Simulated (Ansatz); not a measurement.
## Co (Fm-3m) under several functionals

Plane-wave DFT in Ansatz with scalar-relativistic PAW potentials. The same structure was relaxed (cell and atoms, symmetry kept) in separate runs at each level. Spin is collinear.

```csv
level,cutoff (eV),k mesh,V (Å³/atom),a (Å),B0 (GPa),largest moment (μB)
PBE+D3(BJ),420,20×20×20,10.598,3.487,–,1.70
r2SCAN,500,20×20×20,10.833,3.512,217,1.94
PBE,420,20×20×20,10.907,3.520,–,1.71
```

Question: Where does PBEsol (420 eV, k mesh 20×20×20) fall?

Answer: V (Å³/atom) 10.427, a (Å) 3.468, largest moment (μB) 1.68. Its volume is the smallest of the set. The usual order of volumes, PBEsol < PBE, holds here (10.427, 10.907 Å³/atom). As a rule PBEsol, built on the gradient expansion of slowly varying densities, lies between LDA and PBE; PBE's stronger gradient term for exchange weakens bonds. Adding D3 to PBE changes the volume by -2.8 %; the term is attractive, so it pulls cells in. In metals the pairwise form ignores screening by the conduction electrons and often pulls in too far. r2SCAN lies 0.7 % under PBE in volume.

The state reached may not be the lowest one.

This fcc form isn't the element's structure at ambient conditions.